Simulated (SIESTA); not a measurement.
# Ni under changes of volume

One of the cells (10.597 Å³/atom); the others are scaled copies at fixed shape and fractional positions:

```
Ni
1.0
    -1.38372    1.38372    1.38372
     1.38372   -1.38372    1.38372
     1.38372    1.38372   -1.38372
Ni
1
Cartesian
  0.0000 0.0000 0.0000
```

This isn't the form of Ni at room conditions, which is fcc.

| Quantity | Value |
| --- | --- |
| Program | SIESTA 5.4.2 |
| Functional | PBEsol |
| Potentials or basis | PseudoDojo 0.4 standard (PBEsol files) |
| Basis | DZP (energy shift 0.003 Ry; two zetas on semicore shells) |
| Grid cutoff | 800 Ry |
| Energy shift | 0.003 Ry |
| k mesh | 13 × 13 × 13 |
| Occupations | fermi-dirac, width 0.05 eV |
| Spin | collinear spin, ferromagnetic start |
| Starting moments | [1.0] μB |

```csv
volume (Å³/atom),energy over the lowest point (meV/atom),pressure (GPa),moment (μB per cell)
9.962,?,?,?
10.174,3.91,5.3,0.58
10.385,0.00,0.7,0.59
10.597,2.15,-3.4,0.61
10.809,9.54,-7.3,0.62
11.021,22.39,-11.6,0.62
11.233,39.96,-14.4,0.63
```

Task: What does the run at 9.962 Å³/atom give?

Result: Energy over the lowest point 14.61 meV/atom; pressure 11.0 GPa; moment 0.56 μB per cell.

Worked out: A Birch-Murnaghan fit of order 3 (a polynomial in V^(-2/3)) to the other rows has its minimum at 10.42 Å³/atom with B0 = V·E''(V) = 217 GPa (rough, since the energies scatter). It gives 14.03 meV/atom at 9.962 Å³/atom, against the run's 14.61, and -dE/dV = 10.1 GPa, against 11.0. A straight line through the other rows of the moment, of slope 0.0472 μB per Å³/atom, extrapolates to 0.57 μB, against the run's 0.56.

Energies are extrapolated to zero smearing.

Caveats: short orbitals over semicore shells can move pressures by several GPa; the basis of atomic orbitals isn't converged, which shifts pressures, moduli and gaps.
